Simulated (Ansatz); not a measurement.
# LiCl under strains and displacements

Computed with DFT PBEsol, scalar-relativistic, plane waves, PAW in Ansatz.

Plane waves to 420 eV, a k mesh through Γ of 8×8×8 on the computed 2-atom cell and Gaussian smearing (0.02 eV); no spin polarisation.

Reference cell:

```yaml
crystal:
  lattice:
    - [0.00000, 2.56476, 2.56476]
    - [2.56476, 0.00000, 2.56476]
    - [2.56476, 2.56476, 0.00000]
  atoms:
    - { symbol: Li, position: [0.00000, 0.00000, 0.00000] }
    - { symbol: Cl, position: [0.50000, 0.50000, 0.50000] }
```

Each variant moves atoms of this cell by the vectors given, if any (Å), and then applies a symmetric strain (tensor components, Cartesian axes). The reference cell isn't relaxed at this level. Energies are per atom at zero smearing, counted from the lowest variant. Pressure is positive in compression.

1. no strain; moves: Cl2 (0.000, 0.150, 0.000)
2. strain (xx yy zz yz xz xy, %) 6.56 6.56 1.64 2.58 2.58 6.00; moves: Li1 (-0.038, -0.038, 0.085); Cl2 (0.038, 0.038, -0.085)
3. no strain; moves: Li1 (0.045, 0.000, 0.000)
4. strain (xx yy zz yz xz xy, %) 1.49 1.49 1.49 -1.00 1.00 -1.00
5. strain (xx yy zz yz xz xy, %) 3.27 3.27 3.27 0.00 0.00 0.00
6. strain (xx yy zz yz xz xy, %) -4.15 -3.78 -3.21 0.07 -0.40 -0.30; moves: Li1 (0.016, 0.010, 0.024); Cl2 (-0.016, -0.010, -0.024)
7. strain (xx yy zz yz xz xy, %) 3.37 3.37 3.37 0.00 0.00 0.00

| variant | ΔE (meV/atom) | P (GPa) | largest force (eV/Å) | gap on mesh (eV) | space group |
| --- | --- | --- | --- | --- | --- |
| 1 | 3.9 | -0.97 | 0.13 | 6.12 | I4mm |
| 2 | 70.3 | -3.72 | 0.10 | 5.02 | Cm |
| 3 | 0.0 | -1.22 | 0.03 | 6.13 | I4mm |
| 4 | 9.9 | -2.41 | 0.00 | 5.82 | R-3m |
| 5 | 26.3 | -3.53 | 0.00 | 5.62 | Fm-3m |
| 6 | 9.2 | 3.16 | 0.08 | 6.57 | P1 |
| 7 | 27.5 | -3.58 | 0.00 | 5.61 | Fm-3m |